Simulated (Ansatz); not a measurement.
# SiO2: single point with PBE

Crystal: SiO2.

```
Si O
1.0
    -2.47729    2.47729    3.65567
     2.47729   -2.47729    3.65567
     2.47729    2.47729   -3.65567
Si O
2 4
Direct
  0.74618 0.24992 0.50364
  0.00524 0.99513 0.00944
  0.87470 0.03536 0.65694
  0.78566 0.13328 0.16771
  0.96721 0.61505 0.83692
  0.38207 0.22429 0.35237
```

The cell comes from a database or a generator and needn't be the stable form of this composition.

The cell isn't the ideal one: atoms moved at random, drawn with an rms of 0.05 Å.

```json
{
  "Program": "Ansatz 0.2.0",
  "Task": "single point",
  "Functional": "PBE",
  "Potentials or basis": "Ansatz PAW",
  "Cutoff": "420 eV (not typed: the program's choice for these potentials)",
  "k mesh": "8 × 8 × 8",
  "Occupations": "fermi-dirac, width 0.05 eV",
  "Spin": "no spin polarisation"
}
```

```json
{
  "Pressure": "6.4 GPa",
  "Largest force": "2.755 eV/Å",
  "Band gap on the k mesh": "5.85 eV, direct"
}
```

Forces in eV/Å, atoms in the order of the input:
```
Si  -1.223  0.619  0.552
Si   0.186 -1.469  0.775
O   -0.313  2.158 -1.684
O   -1.137 -0.253  0.491
O    1.990  0.715  1.312
O    0.497 -1.771 -1.446
```

Stress tensor (GPa, compression positive):
```
 6.55 -0.93  1.93
-0.93  6.42  3.06
 1.93  3.06  6.22
```

Levels at points of the mesh, in eV from the valence-band top:
| k point | band 13 | band 14 | band 15 | band 16 | band 17 | band 18 | band 19 | band 20 |
| --- | --- | --- | --- | --- | --- | --- | --- | --- |
| (0.00, 0.00, 0.00) | -1.63 | -0.69 | -0.04 | 0.00 | 5.85 | 8.80 | 10.41 | 10.57 |
| (0.00, 0.00, -0.50) | -1.17 | -0.92 | -0.44 | -0.32 | 8.90 | 9.08 | 10.02 | 10.27 |
| (0.00, -0.50, 0.00) | -1.73 | -0.83 | -0.44 | -0.12 | 8.17 | 8.91 | 9.58 | 10.33 |
| (0.00, -0.50, -0.50) | -1.38 | -0.95 | -0.67 | -0.22 | 8.07 | 8.96 | 9.50 | 10.22 |
| (-0.50, 0.00, 0.00) | -1.73 | -0.77 | -0.40 | -0.11 | 8.20 | 8.79 | 9.80 | 10.27 |
| (-0.50, 0.00, -0.50) | -1.46 | -0.92 | -0.62 | -0.17 | 8.15 | 8.81 | 9.66 | 10.19 |
| (-0.50, -0.50, 0.00) | -1.22 | -0.93 | -0.55 | -0.23 | 8.94 | 9.14 | 10.11 | 10.32 |
| (-0.50, -0.50, -0.50) | -1.56 | -1.39 | -0.38 | -0.35 | 8.73 | 8.90 | 10.26 | 10.34 |

Run time: 66 s on 2 threads of AMD EPYC (Zen 3), with other jobs on the host, peak memory 0.68 GiB.

Caveat: the pressure holds a Pulay correction of +0.5 GPa for the finite cutoff. A k mesh can miss the band edges.
